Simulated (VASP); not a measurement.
# BaS: self-consistent run, by functional and exact exchange

BaS, Fm-3m (no. 225), 2 atoms in the cell.

| Functional | Exact exchange | Pressure (GPa) | Gap on the mesh (eV) | Time (s) |
|---|---|---|---|---|
| B3LYP | 0.2 | 2.81 | 3.503 | 69 |
| mPW1PW | 0.25 | 0.94 | 3.752 | 69 |
| PBE0 (PBEH) | 0.25 | 0.91 | 3.737 | 76 |
| PBEsol0 | 0.25 | -0.49 | 3.627 | 67 |
| B97-3 | 0.2693 | 2.93 | 4.076 | 120 |
| HSE12 | 0.313 | 0.97 | 3.281 | 74 |
| mPW1K | 0.428 | 0.59 | 4.956 | 68 |
| PBE50 | 0.5 | 0.38 | 5.436 | 72 |

Limits: the k mesh is coarse, so the gap and the pressure can be far off.

## Input of the first row

INCAR.step1:
```
SYSTEM = BaS
  PREC = Accurate
  ENCUT = 450
  EDIFF = 1E-5
  ISMEAR = 0
  SIGMA = 0.02
  LREAL = .FALSE.
  LASPH = .TRUE.
  ALGO = Normal
  NELM = 100
  ISIF = 2
  LWAVE = .TRUE.
  LCHARG = .FALSE.
  GGA = PE
```

INCAR.step2, as INCAR.step1 but for:
```
- EDIFF = 1E-5
- LWAVE = .TRUE.
- GGA = PE
+ EDIFF = 1E-6
+ LWAVE = .FALSE.
+ ISTART = 1
+ LHFCALC = .TRUE.
+ AEXX = 0.2
+ PRECFOCK = Fast
+ GGA = LIBXC
+ LIBXC1 = HYB_GGA_XC_B3LYP
```

KPOINTS:
```
k-points
0
Gamma
  4 4 4
```

POSCAR:
```
BaS
1.0
    0.0000000000      3.1937500000      3.1937500000
    3.1937500000      0.0000000000      3.1937500000
    3.1937500000      3.1937500000      0.0000000000
Ba S
1 1
Direct
    0.0000000000      0.0000000000      0.0000000000
    0.5000000000      0.5000000000      0.5000000000
```

Commands (each step's output is kept before the next begins):
```
cat potpaw_PBE.64/Ba_sv/POTCAR potpaw_PBE.64/S/POTCAR > POTCAR
cp INCAR.step1 INCAR
mpirun -np 1 vasp_std > vasp.out
cp INCAR.step2 INCAR
mpirun -np 1 vasp_std > vasp.out
```

Changes of the last row against the first:
```
(step 2)
- AEXX = 0.2
- LIBXC1 = HYB_GGA_XC_B3LYP
+ AEXX = 0.5
+ LIBXC1 = HYB_GGA_XC_PBE50
```

VASP 6.6.1 took 69 s on 1 core (Intel Xeon 6975P-C (Granite Rapids)), a shared host.
